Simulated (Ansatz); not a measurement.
Crystal: Ga2O3.

```
CELL_PARAMETERS angstrom
6.10700 -1.51855 0.00000
6.10700 1.51855 0.00000
-1.38599 0.00000 5.63001
ATOMIC_POSITIONS crystal
Ga 0.34134 0.34134 0.68598
Ga 0.65866 0.65866 0.31402
Ga 0.90950 0.90950 0.20540
Ga 0.09050 0.09050 0.79460
O 0.50410 0.50410 0.74340
O 0.49590 0.49590 0.25660
O 0.82670 0.82670 0.43680
O 0.17330 0.17330 0.56320
O 0.83550 0.83550 0.89020
O 0.16450 0.16450 0.10980
```

| Item | Value |
| --- | --- |
| Program | Ansatz 0.2.0 |
| Task | relaxation of cell and atoms |
| Functional | revPBE |
| Dispersion | D3(BJ) |
| Potentials or basis | Ansatz PAW |
| Cutoff | 420 eV (not typed: the program's choice for these potentials) |
| k mesh | 9 × 9 × 5 |
| Occupations | fermi-dirac, width 0.05 eV |
| Spin | no spin polarisation |

At the start: volume 10.44 Å³/atom.

Q: Where does the relaxation end?

A: It ends after 8 steps and the volume is 10.78 Å³/atom (+3.3 %); space group C2/m (No. 12, to 0.05 Å).

Step by step:
| step | energy change (eV) | largest force (eV/Å) | volume (Å³) |
| --- | --- | --- | --- |
| 1 | 0.0000 | 0.2863 | 104.42 |
| 2 | -0.0546 | 0.1474 | 106.32 |
| 3 | -0.0642 | 0.0243 | 107.65 |
| 4 | -0.0642 | 0.0198 | 107.69 |
| 5 | -0.0645 | 0.0019 | 107.66 |
| 6 | -0.0809 | 0.0020 | 107.66 |
| 7 | -0.0804 | 0.0023 | 107.82 |
| 8 | -0.0810 | 0.0024 | 107.82 |

Final structure:
```
Ga O
1.0
     6.17641   -1.53424    0.00936
     6.17641    1.53424    0.00936
    -1.39311    0.00000    5.68682
Ga O
4 6
Cartesian
  3.2551 0.0000 3.9106
  7.7046 0.0000 1.7950
  10.9479 0.0000 1.1799
  0.0118 0.0000 4.5256
  5.1839 0.0000 4.2465
  5.7759 0.0000 1.4590
  9.6079 0.0000 2.5053
  1.3518 0.0000 3.2003
  9.0521 0.0000 5.0840
  1.9076 0.0000 0.6216
```

Caveat: the plane-wave basis is chosen anew once the cell has moved, so the energies of steps on either side of that aren't comparable; the pressure holds a Pulay correction of +0.7 GPa for the finite cutoff; the PAW data sets come from PBE, with cores solved anew for the run's functional, which leaves a small shift of forces and pressure.
